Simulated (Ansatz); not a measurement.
**Squeezing Al (hP4 type)**

```yaml
crystal:
  lattice:
    - [4.19298, 0.00000, 0.00000]
    - [-2.09649, 3.63122, 0.00000]
    - [0.00000, 0.00000, 5.27196]
  atoms:
    - { symbol: Al, position: [0.00000, 0.00000, 0.00000] }
    - { symbol: Al, position: [0.00000, 0.00000, 0.50000] }
    - { symbol: Al, position: [0.33333, 0.66667, 0.25000] }
    - { symbol: Al, position: [0.66667, 0.33333, 0.75000] }
```

The cell comes from a relaxation on PAW files under the same functional, begun from a prototype that needn't be the stable phase.

Its volume is scaled, and at each volume shape and atoms are relaxed on PAW files; all methods then take that cell.

All numbers are PBE results (scalar-relativistic) from Ansatz 0.2.0, with a Γ-centred 10×10×7 k mesh, Fermi–Dirac smearing of 0.05 eV, no spin polarisation. Methods: LAPW: all electrons, basis error target 1 meV/atom; PAW: frozen-core files, cutoff 420 eV; norm-conserving: pseudopotentials, cutoff 544 eV.

Energies are extrapolated to zero smearing and count from the unscaled cell; pressure is positive in compression; gaps take the mesh and a band path. No temperature or zero-point motion is included.

| V/V0 | V (Å³/atom) | P LAPW (GPa) | ΔE LAPW (eV/atom) | P PAW − LAPW (GPa) | ΔE PAW − LAPW (meV/atom) | space group | shortest distance (Å) |
| --- | --- | --- | --- | --- | --- | --- | --- |
| 1.00 | 20.07 | -0.03 | 0.000 | 0.03 | 0.0 | P6_3/mmc | 2.636 |
| 0.75 | 15.05 | ? | 0.390 | 0.20 | 2.9 | P6_3/mmc | ? |
| 0.65 | 13.04 | 62.5 | 0.962 | 0.37 | 6.4 | P6_3/mmc | 2.344 |

Question: Fill in "shortest distance (Å)" for the row "0.75".

Answer: 2.438.

Question: Fill in "P LAPW (GPa)" for the row "0.75".

Answer: 31.7.

Question: From the table, what is the rise of the enthalpy H = E + pV up to the last row, and how stiff is the crystal between the last two rows?

Answer: ΔH = 0.962 eV + (62.5 GPa × 13.04 Å³ + 0.03 GPa × 20.07 Å³) × 0.006242 eV/(GPa·Å³) = 6.05 eV/atom, of which pV makes 84 %. The mean bulk modulus there is −ΔP/Δln V = 215 GPa.

Question: At the smallest volume, how far does norm-conserving lie from LAPW in pressure?

Answer: norm-conserving: -0.32 GPa, on a LAPW pressure of 62.5 GPa.

Question: How do the Löwdin populations by LAPW change from the unscaled cell to the last row?

Answer: Al 3s 0.97 → 0.80, Al 3p 2.03 → 2.22 electrons an atom. These are projections on the shells that the free atoms fill; 0.11 e a cell lies outside them at the start and 0.15 e at the end.
